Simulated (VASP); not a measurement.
Write the native input for VASP 6.6.1 that does the following.

| Property | Result |
| --- | --- |
| Task | single point |
| Functional | PBEsol |
| Potentials or basis | VASP PAW PBE potentials, release 64 (Ca_sv, S) |
| Cutoff | 520 eV |
| k mesh | 8 × 8 × 8 |
| Occupations | gaussian, width 0.02 eV |
| Spin | no spin polarisation |
| Dipole correction | no |
| Further INCAR settings | ALGO = Normal; EDIFF = 1e-07; NBANDS = 15 |

The structure of CaS (Oldhamite) lies in POSCAR:

```
CaS
1.0
    0.0000000000      2.8165927468      2.8165927468
    2.8165927468      0.0000000000      2.8165927468
    2.8165927468      2.8165927468      0.0000000000
Ca S
1 1
Direct
    0.0000000000      0.0000000000      0.0000000000
    0.5000000000      0.5000000000      0.5000000000
```

The cell isn't the ideal one: relaxed again under DFT PBEsol, scalar-relativistic, plane waves, PAW.

One way to write it, as run:

INCAR

```
SYSTEM = CaS
  PREC = Accurate
  ENCUT = 520
  EDIFF = 1E-7
  ISMEAR = 0
  SIGMA = 0.02
  LREAL = .False.
  LASPH = .True.
  NELM = 80
  ALGO = Normal
  ISIF = 2
  LWAVE = .False.
  LCHARG = .False.
  GGA = PS
  NBANDS = 15
```

KPOINTS

```
regular mesh
0
Gamma
  8 8 8
  0 0 0
```

Potentials or basis: VASP PAW PBE potentials, release 64 (Ca_sv, S).

Run with:

```sh
$ cat potpaw_PBE.64/Ca_sv/POTCAR potpaw_PBE.64/S/POTCAR > POTCAR
$ mpirun -np 1 vasp_std > vasp.out
```

Results of the run:

```json
{
  "Pressure": "0.2 GPa",
  "Band gap on the k mesh": "2.15 eV, indirect (least direct gap 3.00 eV)"
}
```

Caveat: the PAW data sets were made with another functional, which shifts forces and pressure a little.

Wall time 11 s on 1 thread of Intel(R) Xeon(R) 6975P-C (Granite Rapids) (shared host), peak memory 0.17 GiB.
